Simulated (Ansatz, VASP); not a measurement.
## SnO2: VASP beside Ansatz

The input INCAR:

```
ALGO = Normal ; EDIFF = 1E-7
ENCUT = 520 ; GGA = PS
ISIF = 2 ; ISMEAR = 0
LASPH = T ; LCHARG = F
LREAL = F ; LWAVE = F
NBANDS = 20 ; NELM = 100
PREC = Accurate ; SIGMA = 0.05
```

File KPOINTS:

```
k-points
0
Gamma
  12 12 12
```

The input POSCAR:

```
SnO2
1.0
    1.5613801911      0.9014632736      4.2894384516
   -1.5613801911      0.9014632736      4.2894384516
    0.0000000000     -1.8029265473      4.2894384516
Sn O
1 2
Direct
    0.5000000000      0.5000000000      0.5000000000
    0.2604838868      0.2604838868      0.2604838868
    0.7395161132      0.7395161132      0.7395161132
```

Input for Ansatz:

```yaml
crystal:
  lattice:
    - [1.5613801911, 0.9014632736, 4.2894384516]
    - [-1.5613801911, 0.9014632736, 4.2894384516]
    - [0.0, -1.8029265473, 4.2894384516]
  atoms:
    - { symbol: Sn, position: [0.5, 0.5, 0.5] }
    - { symbol: O, position: [0.2604838868, 0.2604838868, 0.2604838868] }
    - { symbol: O, position: [0.7395161132, 0.7395161132, 0.7395161132] }
basis:
  ecutwfc: 520.0
kpoints:
  mp_grid: { grid: [12, 12, 12] }
hamiltonian:
  xc: pbesol
  pseudopotentials: { kind: paw, azcp: { folder: soft_1 } }
scf:
  occupations: { method: gaussian, width: 0.05 }
output:
  forces: true
  stress: true
  eigenvalues: true
```

Alike in both runs: task single point; functional PBEsol; k mesh 12 × 12 × 12; occupations gaussian, width 0.05 eV; no spin polarisation.

```csv
,VASP,Ansatz
version,VASP 6.6.1,Ansatz 0.2.0
potentials or method,"VASP PAW PBE potentials, release 64 (Sn_d, O)","scalar-relativistic, plane waves, PAW"
plane-wave cutoff (eV),520,520
valence electrons in the cell,26,26
```

|  | VASP | Ansatz | Ansatz less VASP |
| --- | --- | --- | --- |
| gap on the k mesh at the Fermi level (eV) | 1.22 | 1.25 | +0.028 |
| least direct gap on the mesh (eV) | 1.28 | 1.31 | +0.033 |
| pressure (GPa) | -4.0 | -4.7 | -0.69 |
| largest component of the traceless stress (GPa) | 13.46 | 13.21 | -0.246 |
| rms of the force components (eV/Å) | 1.326 | 1.359 | +0.0332 |

Atom by atom the forces differ by 0.033 eV/Å (rms over components). The functional is the same, so the differences come from potentials, cutoffs and numerics. Ansatz warned: «pseudo_functional_mismatch».

Caveats: the PAW data sets were made with another functional, which shifts forces and pressure a little (VASP); spin-orbit coupling is left out, which moves the levels of the heavy elements. A k mesh can miss the band edges.
